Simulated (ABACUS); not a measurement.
## WC (Qusongite) under changes of volume

One of the cells (10.376 Å³/atom); the others are scaled copies at fixed shape and fractional positions:

```
W C
1.0
     2.90650    0.00000    0.00000
    -1.45325    2.51710    0.00000
     0.00000    0.00000    2.83660
W C
1 1
Direct
  0.00000 0.00000 0.00000
  0.66667 0.33333 0.50000
```

- Program: ABACUS 3.10.1
- Functional: PBE
- Potentials or basis: PseudoDojo NC SR 0.4.1 PBE standard
- Cutoff: 1361 eV
- Density cutoff: 5442 eV
- Basis: DZP LCAO (the cutoffs set its grid)
- k mesh: 10 × 10 × 9
- Occupations: fermi-dirac, width 0.05 eV
- Spin: no spin polarisation

```tsv
volume (Å³/atom)	energy over the lowest point (meV/atom)	pressure (GPa)
9.754	?	?
9.961	49.20	26.7
10.169	21.07	16.9
10.376	5.08	8.0
10.584	0.00	0.0
10.791	4.70	-7.2
10.999	18.33	-13.7
```

What does the run at 9.754 Å³/atom give?

Energy over the lowest point 90.75 meV/atom; pressure 37.6 GPa.

Worked out: A Birch-Murnaghan fit of order 3 (a polynomial in V^(-2/3)) to the other rows has its minimum at 10.58 Å³/atom with B0 = V·E''(V) = 387 GPa and B' = 4.2 at fixed shape and positions, which overstates the stiffness. It gives 90.59 meV/atom at 9.754 Å³/atom, against the run's 90.75, and -dE/dV = 37.6 GPa, against 37.6.

Energies are extrapolated to zero smearing.

Caveats: the atomic orbitals were generated for these runs and aren't a published set; the basis of atomic orbitals isn't converged, which shifts pressures, moduli and gaps.
